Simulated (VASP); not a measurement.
# MgSe (Fm-3m) in VASP: a series of runs, part 2 of 2

VASP 6.6.1.

## (4) Relaxation of cell and atoms, PBE, target pressure 12 GPa, at which the enthalpy is minimised

This run uses another cell than the first one, of 20.89 Å³/atom, 1.032 times its volume.

Contents of INCAR:

```
PREC = Accurate
ENCUT = 600
EDIFF = 1E-6
ISMEAR = 0
SIGMA = 0.01
LREAL = F
LASPH = T
NELM = 100
ALGO = Normal
ISIF = 3
LWAVE = F
LCHARG = F
GGA = PE
IBRION = 2
NSW = 80
EDIFFG = -0.001
PSTRESS = 120.0
```

Contents of KPOINTS:

```
regular mesh
0
Gamma
  8 8 8
```

Contents of POSCAR:

```
MgSe
1.0
    0.0000000000      2.7540709696      2.7540709696
    2.7540709696      0.0000000000      2.7540709696
    2.7540709696      2.7540709696      0.0000000000
Mg Se
1 1
Direct
    0.0000000000      0.0000000000      0.0000000000
    0.5000000000      0.5000000000      0.5000000000
```

Potentials or basis: VASP PAW PBE potentials, release 64 (Mg, Se).

The run is started by

```bash
cat potpaw_PBE.64/Mg/POTCAR potpaw_PBE.64/Se/POTCAR > POTCAR
mpirun -np 1 vasp_std > vasp.out
```

OUTCAR:

```text
PREC = Accurate
   ENCUT = 600
   EDIFF = 1E-6
   ISMEAR = 0
   LREAL = F
   LASPH = T
   NELM = 100
   ISIF = 3
   GGA = PE
   IBRION = 2
   NSW = 80
   EDIFFG = -0.001
   PSTRESS = 120.0

 ion  position               nearest neighbor table
   1  0.000  0.000  0.000-   2 2.75   2 2.75   2 2.75   2 2.75   2 2.75   2 2.75
   2  0.500  0.500  0.500-   1 2.75   1 2.75   1 2.75   1 2.75   1 2.75   1 2.75

  LATTYP: Found a face centered cubic cell.
 ALAT       =     5.5081419392

  Lattice vectors:

 A1 = (   0.0000000000,   2.7540709696,   2.7540709696)
 A2 = (   2.7540709696,   0.0000000000,   2.7540709696)
 A3 = (   2.7540709696,   2.7540709696,   0.0000000000)

Analysis of symmetry for initial positions (statically):
=====================================================================
 Subroutine PRICEL returns:
 Original cell was already a primitive cell.

 Routine SETGRP: Setting up the symmetry group for a
 face centered cubic supercell.

 Subroutine GETGRP returns: Found 48 space group operations
 (whereof 48 operations were pure point group operations)
 out of a pool of 48 trial point group operations.

The static configuration has the point symmetry O_h .

Analysis of symmetry for dynamics (positions and initial velocities):
=====================================================================
 Subroutine PRICEL returns:
 Original cell was already a primitive cell.

 Routine SETGRP: Setting up the symmetry group for a
 face centered cubic supercell.

 Subroutine GETGRP returns: Found 48 space group operations
 (whereof 48 operations were pure point group operations)
 out of a pool of 48 trial point group operations.

The dynamic configuration has the point symmetry O_h .

 Subroutine INISYM returns: Found 48 space group operations
 (whereof 48 operations are pure point group operations),
 and found     1 'primitive' translations

----------------------------------------------------------------------------------------

                                     Primitive cell

  volume of cell :      41.7787

  direct lattice vectors                    reciprocal lattice vectors
     0.000000000  2.754070970  2.754070970    -0.181549425  0.181549425  0.181549425
     2.754070970  0.000000000  2.754070970     0.181549425 -0.181549425  0.181549425
     2.754070970  2.754070970  0.000000000     0.181549425  0.181549425 -0.181549425

  length of vectors
     3.894844517  3.894844517  3.894844517     0.314452828  0.314452828  0.314452828

  position of ions in fractional coordinates (direct lattice)
     0.000000000  0.000000000  0.000000000
     0.500000000  0.500000000  0.500000000

  ion indices of the primitive-cell ions
   primitive index   ion index
                 1           1
                 2           2

----------------------------------------------------------------------------------------

 KPOINTS: regular mesh

Automatic generation of k-mesh.
 Grid dimensions read from file:
 generate k-points for:    8    8    8

 Generating k-lattice:

  Cartesian coordinates                     Fractional coordinates (reciprocal lattice)
    -0.022693678  0.022693678  0.022693678     0.125000000  0.000000000  0.000000000
     0.022693678 -0.022693678  0.022693678     0.000000000  0.125000000  0.000000000
     0.022693678  0.022693678 -0.022693678     0.000000000  0.000000000  0.125000000

  Length of vectors
     0.039306603  0.039306603  0.039306603

  Shift w.r.t. Gamma in fractional coordinates (k-lattice)
     0.000000000  0.000000000  0.000000000

 Subroutine IBZKPT returns following result:
 ===========================================

 Found     29 irreducible k-points:

 Following reciprocal coordinates:
            Coordinates               Weight
  0.000000  0.000000  0.000000      1.000000
  0.125000  0.000000  0.000000      8.000000
  0.250000  0.000000  0.000000      8.000000
  0.375000  0.000000  0.000000      8.000000
  0.500000  0.000000  0.000000      4.000000
  0.125000  0.125000  0.000000      6.000000
[... 16 lines left out ...]
  0.500000  0.250000  0.125000     48.000000
 -0.375000  0.250000  0.125000     24.000000
 [... further k-points ...]
   k-points           NKPTS =     29   k-points in BZ     NKDIM =     29   number of bands    NBANDS=      8
   number of dos      NEDOS =    301   number of ions     NIONS =      2
   total plane-waves  NPLWV =  32768
   dimension x,y,z NGX =    32 NGY =   32 NGZ =   32
   dimension x,y,z NGXF=    64 NGYF=   64 NGZF=   64
   ions per type =               1   1
   NGX,Y,Z   is equivalent  to a cutoff of  13.66, 13.66, 13.66 a.u.
   NGXF,Y,Z  is equivalent  to a cutoff of  27.32, 27.32, 27.32 a.u.
 SYSTEM =  unknown system
   PREC   = accura    normal or accurate (medium, high low for compatibility)
   ISTART =      0    job   : 0-new  1-cont  2-samecut
   ICHARG =      2    charge: 1-file 2-atom 10-const
   ISPIN  =      1    spin polarized calculation?
   LNONCOLLINEAR =      F non collinear calculations
   LSORBIT =      F    spin-orbit coupling
   LASPH  =      T    aspherical Exc in radial PAW
   ENCUT  =  600.0 eV  44.10 Ry    6.64 a.u.   7.78  7.78  7.78*2*pi/ulx,y,z
   NELM   =    100;   NELMIN=  2; NELMDL= -5     # of ELM steps
   EDIFF  = 0.1E-05   stopping-criterion for ELM
   LREAL  =      F    real-space projection
   EDIFFG = -.1E-02   stopping-criterion for IOM
   NSW    =     80    number of steps for IOM
   IBRION =      2    ionic relax: 0-MD 1-quasi-New 2-CG
   NFREE  =      1    steps in history (QN), initial steepest desc. (CG)
   ISIF   =      3    stress and relaxation
   ISYM   =      2    0-nonsym 1-usesym 2-fastsym
   POTIM  = 0.5000    time-step for ionic-motion
   TEBEG  =    0.0;   TEEND  =   0.0 temperature during run
   PSTRESS=  120.0 pullay stress
   NELECT =       8.0000    total number of electrons
   NUPDOWN=      -1.0000    fix difference up-down
   EMIN   =  10.00;   EMAX   =-10.00  energy-range for DOS
   EFERMI =   0.00;   METHOD = LEGACY
   ISMEAR =     0;   SIGMA  =   0.01  broadening in eV -4-tet -1-fermi 0-gaus
   EFERMI_NEDOS =   21; number of points for ismear=-14 and -15
   IALGO  =     38    algorithm
   IMIX   =      4    mixing-type and parameters
     AMIX     =   0.40;   BMIX     =  1.00
     AMIX_MAG =   1.60;   BMIX_MAG =  1.00
  volume/ion in A,a.u.               =      20.89       140.97
  Fermi-wavevector in a.u.,A,eV,Ry     =   0.943597  1.783139 12.114281  0.890375
  Thomas-Fermi vector in A             =   2.071319
   LORBIT       =      0    0 simple, 1 ext, 2 COOP (PROOUT), +10 PAW based schemes
   GGA     = PE    functional components
   LHFCALC =     F    Hartree Fock is set to
   AEXX    =    0.0000 exact exchange contribution
   IVDW    =     0    specifies the selected vdW correction
   LEPSILON=     F    determine dielectric tensor
   LRPA    =     F    only Hartree local field effects (RPA)
 conjugate gradient relaxation of ions
 non-spin polarized calculation
 Gauss-broadening in eV      SIGMA  =   0.01
  energy-cutoff  :      600.00
  volume of cell :       41.78
 maximum number of plane-waves:      1411
   NGX = 15   NGY = 15   NGZ = 15

--------------------------------------- Ionic step        1  -------------------------------------------

 number of electron       8.0000001 magnetization

 Free energy of the ion-electron system (eV)
  ---------------------------------------------------
  ext. energy  EPLUGINS =         0.00000000
  ---------------------------------------------------
  free energy    TOTEN  =        -7.49047527 eV

  energy without entropy =       -7.49047527  energy(sigma->0) =       -7.49047527

 E-fermi :   3.0822     XC(G=0):  -9.3637

 val. band max:        2.9678949813   @ k =   0.0000   0.0000   0.0000
 cond. band min:       4.7168137482   @ k =   0.5000   0.5000   0.0000
 fundamental gap:      1.7489187669
 Fermi energy:         3.0821888882

 k-point     1 :       0.0000    0.0000    0.0000
  band No.  band energies     occupation
      1      -9.8064      2.00000
      2       2.9679      2.00000
      3       2.9679      2.00000
      4       2.9679      2.00000
      5       5.3586      0.00000
      6      10.3895      0.00000
      7      10.3895      0.00000
      8      10.3895      0.00000
[... 713 lines left out ...]
  enthalpy is  TOTEN    =        -4.6035118248 eV   P V=        2.7038045544

--------------------------------------- Ionic step        6  -------------------------------------------

 number of electron       8.0000000 magnetization

 Free energy of the ion-electron system (eV)
  ---------------------------------------------------
  ext. energy  EPLUGINS =         0.00000000
  ---------------------------------------------------
  free energy    TOTEN  =        -7.30440574 eV

  energy without entropy =       -7.30440574  energy(sigma->0) =       -7.30440574

 E-fermi :   4.3980     XC(G=0):  -9.9681

 val. band max:        4.2770631280   @ k =   0.0000   0.0000   0.0000
 cond. band min:       6.2702678671   @ k =   0.5000   0.5000   0.0000
 fundamental gap:      1.9932047391
 Fermi energy:         4.3980208718

 k-point     1 :       0.0000    0.0000    0.0000
  band No.  band energies     occupation
      1      -9.3750      2.00000
      2       4.2771      2.00000
      3       4.2771      2.00000
      4       4.2771      2.00000
      5       7.7258      0.00000
      6      11.6179      0.00000
      7      11.6179      0.00000
      8      11.6179      0.00000
[... 282 lines left out ...]
  FREE ENERGIE OF THE ION-ELECTRON SYSTEM (eV)
  ---------------------------------------------------
  free  energy   TOTEN  =        -7.3044057352 eV

  energy  without entropy=       -7.3044057352  energy(sigma->0) =       -7.30440574

  enthalpy is  TOTEN    =        -4.6035271295 eV   P V=        2.7008786057

 reached required accuracy - stopping structural energy minimisation
```

OSZICAR:

```text
N       E                     dE             d eps       ncg     rms          rms(c)
DAV:   1     0.258393718707E+02    0.25839E+02   -0.38670E+03   472   0.907E+02
DAV:   2    -0.669791850585E+01   -0.32537E+02   -0.31499E+02   600   0.103E+02
DAV:   3    -0.779956580691E+01   -0.11016E+01   -0.11016E+01   584   0.260E+01
DAV:   4    -0.780302597849E+01   -0.34602E-02   -0.34602E-02   664   0.163E+00
[... 40 lines left out ...]
       N       E                     dE             d eps       ncg     rms          rms(c)
DAV:   1    -0.730443280105E+01    0.28843E-02   -0.61892E-04   560   0.155E-01    0.312E-02
DAV:   2    -0.730440943691E+01    0.23364E-04   -0.50350E-05   488   0.403E-02    0.110E-02
DAV:   3    -0.730440563549E+01    0.38014E-05   -0.20833E-05   488   0.242E-02    0.613E-03
DAV:   4    -0.730440573521E+01   -0.99723E-07   -0.17133E-07   240   0.355E-03
   6 F= -.46035271E+01 E0= -.46035271E+01  d E =-.472491E-04
```

CONTCAR:

```text
MgSe
   1.00000000000000
     0.0000000000000000    2.6222140204118638    2.6222140204118638
     2.6222140204118638    0.0000000000000000    2.6222140204118638
     2.6222140204118638    2.6222140204118638   -0.0000000000000000
  Mg              Se
     1     1
Direct
     0.0000000000000000    1.0000000000000000    0.0000000000000000
     0.5000000000000000    0.5000000000000000    0.5000000000000000

  0.00000000E+00  0.00000000E+00  0.00000000E+00
  0.00000000E+00  0.00000000E+00  0.00000000E+00
```

Wall time 19 s (1 thread of Intel Xeon 6975P-C (Granite Rapids), shared host); peak memory 0.19 GiB.

What came out:

* Free energy: -7.3044 eV
* Relaxed volume: 18.03 Å³/atom
* Relaxed cell: a = 3.708 Å, b = 3.708 Å, c = 3.708 Å, α = 60.00°, β = 60.00°, γ = 60.00°
* Space group after relaxing (to 0.05 Å): Fm-3m (No. 225)
* Energy change on relaxing (the enthalpy is what falls): +93.0 meV/atom
* Ionic steps: 6
* Pressure after relaxing: 12.0 GPa
* Band gap on the k mesh: 1.99 eV, indirect (least direct gap 3.45 eV)

The path:
| step | energy change (eV) | largest force (eV/Å) | pressure (GPa) | volume (Å³) |
| --- | --- | --- | --- | --- |
| 1 | 0.0000 | 0.0000 | -0.12 | 41.78 |
| 2 | 0.5246 | 0.0000 | 23.51 | 32.94 |
| 3 | 0.1835 | 0.0000 | 11.90 | 36.10 |
| 4 | 0.1916 | 0.0000 | 12.21 | 35.99 |
| 5 | 0.1832 | 0.0000 | 11.89 | 36.10 |
| 6 | 0.1861 | 0.0000 | 11.99 | 36.06 |

Final structure:
```xyz
2
Lattice="0.0000 2.6222 2.6222 2.6222 0.0000 2.6222 2.6222 2.6222 0.0000" Properties=species:S:1:pos:R:3 pbc="T T T"
Mg    2.6222    0.0000    2.6222
Se    2.6222    2.6222    2.6222
```

Levels at points of the mesh, in eV from the valence-band top:
```csv
k point,band 1,band 2,band 3,band 4,band 5,band 6,band 7,band 8
"(0.00, 0.00, 0.00)",-13.65,0.00,0.00,0.00,3.45,7.34,7.34,7.34
"(0.50, 0.00, 0.00)",-12.23,-5.63,-0.73,-0.73,3.96,6.23,6.23,9.46
"(0.50, 0.50, 0.00)",-11.81,-4.94,-2.09,-2.09,1.99,3.58,12.93,13.09
```

Caveat: the cell is relaxed towards a set pressure, so the enthalpy falls and the energy may rise. A k mesh can miss the band edges.

## (5) Single point, PBE (cell and atoms relaxed tightly for response)

Contents of INCAR:

```
  PREC = Accurate
  ENCUT = 520
  EDIFF = 1E-6
  ISMEAR = 0
  SIGMA = 0.01
  LREAL = False
  LASPH = True
  NELM = 100
  ALGO = Fast
  ISIF = 2
  LWAVE = False
  LCHARG = False
  GGA = PE
  NBANDS = 11
```

KPOINTS is that of step 4.

POSCAR is that of step 4.

Potentials or basis: VASP PAW PBE potentials, release 64 (Mg, Se).

The run is started by

```bash
cat potpaw_PBE.64/Mg/POTCAR potpaw_PBE.64/Se/POTCAR > POTCAR
mpirun -np 1 vasp_std > vasp.out
```

OUTCAR:

```text
PREC = Accurate
   ENCUT = 520
   EDIFF = 1E-6
   ISMEAR = 0
   LREAL = False
   LASPH = True
   NELM = 100
   ISIF = 2
   GGA = PE

 ion  position               nearest neighbor table
   1  0.000  0.000  0.000-   2 2.75   2 2.75   2 2.75   2 2.75   2 2.75   2 2.75
   2  0.500  0.500  0.500-   1 2.75   1 2.75   1 2.75   1 2.75   1 2.75   1 2.75

  LATTYP: Found a face centered cubic cell.
 ALAT       =     5.5081419392

  Lattice vectors:

 A1 = (   0.0000000000,   2.7540709696,   2.7540709696)
 A2 = (   2.7540709696,   0.0000000000,   2.7540709696)
 A3 = (   2.7540709696,   2.7540709696,   0.0000000000)

Analysis of symmetry for initial positions (statically):
=====================================================================
 Subroutine PRICEL returns:
 Original cell was already a primitive cell.

 Routine SETGRP: Setting up the symmetry group for a
 face centered cubic supercell.

 Subroutine GETGRP returns: Found 48 space group operations
 (whereof 48 operations were pure point group operations)
 out of a pool of 48 trial point group operations.

The static configuration has the point symmetry O_h .

Analysis of symmetry for dynamics (positions and initial velocities):
[... 176 lines left out ...]
      6      10.3897      0.00000
      7      10.3897      0.00000
      8      10.3897      0.00000
      9      12.8810      0.00000
     10      12.8810      0.00000
     11      13.9076      0.00000
[... 309 lines left out ...]
 k-point    24 :      -0.3750    0.2500    0.1250
  band No.  band energies     occupation
      1      -8.5992      2.00000
      2      -1.3079      2.00000
      3       0.8374      2.00000
      4       1.8115      2.00000
      5       7.6324      0.00000
      6       8.3262      0.00000
      7      10.6193      0.00000
      8      11.8898      0.00000
      9      13.9151      0.00000
     10      14.4977      0.00000
     11      16.9149      0.00000

 [... further k-points ...]

------------------------ aborting loop because EDIFF is reached ----------------------------------------

  FORCE on cell =-STRESS in cart. coord.  units (eV):
  Direction    XX          YY          ZZ          XY          YZ          ZX
  --------------------------------------------------------------------------------------
  -------------------------------------------------------------------------------------
  Total       -0.0356591     -0.0356591     -0.0356591     -0.0000000     -0.0000000      0.0000000
  in kB       -1.3674944     -1.3674944     -1.3674944     -0.0000000     -0.0000000      0.0000000
  external PRESSURE =      -1.3674944 kB  Pullay stress =       0.0000000 kB

 VOLUME and BASIS-vectors are now :
 -----------------------------------------------------------------------------
  energy-cutoff  :      520.00
  volume of cell :       41.78
      direct lattice vectors                 reciprocal lattice vectors
     0.000000000  2.754070970  2.754070970    -0.181549425  0.181549425  0.181549425
     2.754070970  0.000000000  2.754070970     0.181549425 -0.181549425  0.181549425
     2.754070970  2.754070970  0.000000000     0.181549425  0.181549425 -0.181549425

 POSITION                                       TOTAL-FORCE (eV/Angst)
 -----------------------------------------------------------------------------------
      0.00000      0.00000      0.00000         0.000000     -0.000000     -0.000000
      2.75407      2.75407      2.75407        -0.000000      0.000000      0.000000
 -----------------------------------------------------------------------------------
    total drift:                               -0.000000     -0.000000      0.000000

  FREE ENERGIE OF THE ION-ELECTRON SYSTEM (eV)
  ---------------------------------------------------
  free  energy   TOTEN  =        -7.4903977052 eV

  energy  without entropy=       -7.4903977052  energy(sigma->0) =       -7.49039771
```

OSZICAR:

```text
N       E                     dE             d eps       ncg     rms          rms(c)
DAV:   1     0.209224956753E+02    0.20922E+02   -0.34010E+03   662   0.576E+02
DAV:   2    -0.642245619898E+01   -0.27345E+02   -0.25510E+02   771   0.918E+01
DAV:   3    -0.779560253299E+01   -0.13731E+01   -0.13701E+01   814   0.215E+01
DAV:   4    -0.780286961044E+01   -0.72671E-02   -0.72668E-02   698   0.179E+00
DAV:   5    -0.780291081233E+01   -0.41202E-04   -0.41202E-04   793   0.142E-01    0.293E+00
RMM:   6    -0.753455676266E+01    0.26835E+00   -0.19925E-01   642   0.191E+00    0.188E+00
RMM:   7    -0.749148984260E+01    0.43067E-01   -0.13074E-01   655   0.166E+00    0.896E-01
RMM:   8    -0.749058621233E+01    0.90363E-03   -0.77389E-03   679   0.592E-01    0.178E-01
RMM:   9    -0.749037730043E+01    0.20891E-03   -0.94292E-04   715   0.194E-01    0.896E-02
RMM:  10    -0.749039319237E+01   -0.15892E-04   -0.11929E-04   724   0.796E-02    0.527E-02
RMM:  11    -0.749039767812E+01   -0.44857E-05   -0.19670E-05   735   0.306E-02    0.549E-03
RMM:  12    -0.749039770524E+01   -0.27119E-07   -0.20641E-06   666   0.109E-02
   1 F= -.74903977E+01 E0= -.74903977E+01  d E =-.108066E-34
```

It took 7.3 s on 1 thread of Intel Xeon 6975P-C (Granite Rapids), shared host; peak memory 0.16 GiB.

Results:

* Free energy: -7.4904 eV
* Pressure: -0.1 GPa
* Band gap on the k mesh: 1.75 eV, indirect (least direct gap 2.39 eV)

Levels at points of the mesh, in eV from the valence-band top:
```tsv
k point	band 1	band 2	band 3	band 4	band 5	band 6	band 7	band 8
(0.00, 0.00, 0.00)	-12.77	0.00	0.00	0.00	2.39	7.42	7.42	7.42
(0.50, 0.00, 0.00)	-11.73	-4.78	-0.55	-0.55	3.79	6.06	6.06	8.38
(0.50, 0.50, 0.00)	-11.43	-4.10	-1.71	-1.71	1.75	4.05	11.45	11.89
```

A k mesh can miss the band edges.

## (6) The runs side by side

```tsv
task	cell	cutoff (eV)	smearing	target pressure	gap on the mesh (eV)	pressure (GPa)
relaxation of cell and atoms	relaxed	600	gaussian 0.02 eV	-	1.75	0.0
single point	Fm-3m, 18.05 Å³/atom	520	gaussian 0.01 eV	-	1.99	11.9
relaxation of cell and atoms	relaxed to 12 GPa	600	gaussian 0.01 eV	12 GPa	1.99	12.0
single point	cell and atoms relaxed tightly for response	520	gaussian 0.01 eV	-	1.75	-0.1
```

Alike in all rows: level PBE; potentials or basis VASP PAW PBE potentials, release 64 (Mg, Se); no spin polarisation; k mesh 8 × 8 × 8.

Caveats: the cell is relaxed towards a set pressure, so the enthalpy falls and the energy may rise (some runs).

Total energies depend on the potentials used, so only differences within one code and one set of settings carry meaning.
